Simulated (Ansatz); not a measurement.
# AlN: a prediction, then the measurements

Theory: Ansatz 0.2.0, DFT PBE, scalar-relativistic, plane waves, PAW.

Settings: cutoff 420 eV, Γ-centred mesh 12×12×2 on the computed 12-atom cell, Gaussian smearing of 0.02 eV; no spin polarisation.

Relaxed structure:

```cif
data_structure
_symmetry_space_group_name_H-M 'P 1'
_symmetry_Int_Tables_number 1
_cell_length_a 3.1182
_cell_length_b 3.1182
_cell_length_c 15.1984
_cell_angle_alpha 90.000
_cell_angle_beta 90.000
_cell_angle_gamma 120.000
_cell_volume 127.98
loop_
_atom_site_label
_atom_site_type_symbol
_atom_site_fract_x
_atom_site_fract_y
_atom_site_fract_z
_atom_site_occupancy
Al1 Al 0.00000 0.00000 0.18764 1
Al2 Al 0.00000 0.00000 0.68764 1
Al3 Al 0.33333 0.66667 0.52055 1
Al4 Al 0.66667 0.33333 0.02055 1
Al5 Al 0.33333 0.66667 0.85340 1
Al6 Al 0.66667 0.33333 0.35340 1
N1 N 0.00000 0.00000 0.31279 1
N2 N 0.00000 0.00000 0.81279 1
N3 N 0.33333 0.66667 0.97926 1
N4 N 0.66667 0.33333 0.47926 1
N5 N 0.33333 0.66667 0.64637 1
N6 N 0.66667 0.33333 0.14637 1
```

| Item | Value |
| --- | --- |
| Space group | P6_3mc (No. 186) |
| Volume per atom | 10.66 Å³ |
| Formation energy from the elements' standard states (uncorrected) | -1.354 eV/atom |
| Kohn–Sham band gap | 3.80 eV, indirect from Γ to M |
| Orbital (Löwdin) character of the top 1 eV of the valence band | N 2p 90 %, Al 3p 8 % |
| Orbital (Löwdin) character of the lowest 1 eV of the conduction band | Al 3p 56 %, N 2s 17 %, N 2p 9 %, unprojected 13 % |
| Electron masses at the edge by direction of the standard setting (m_e; one valley, along these axes only; no spin-orbit coupling) | x: 0.38; y: 0.54; z: 0.98 |
| Hole masses at the edge by direction of the standard setting (m_e; one valley, along these axes only; no spin-orbit coupling) | x: 4.5; y: 4.5; z: 0.24 |

**Against measurements.**

Against the measured lattice constant a of AlN, 3.112 Å (300 K; a printed reference work (monograph)), the calculated 3.118 Å is off by +0.2 %. The calculation is for 0 K without zero-point motion. Against the measured direct gap of AlN, 6.13 eV (direct; 300 K; a printed reference work (textbook)), the calculated 3.99 eV is off by -2.14 eV. Kohn–Sham gaps of semilocal functionals fall short of measured ones as a rule.

It was reached by relaxing an invented guess, and it needn't be the stable form of this composition. Löwdin shares on free-atom orbitals overweight diffuse shells in the empty bands.
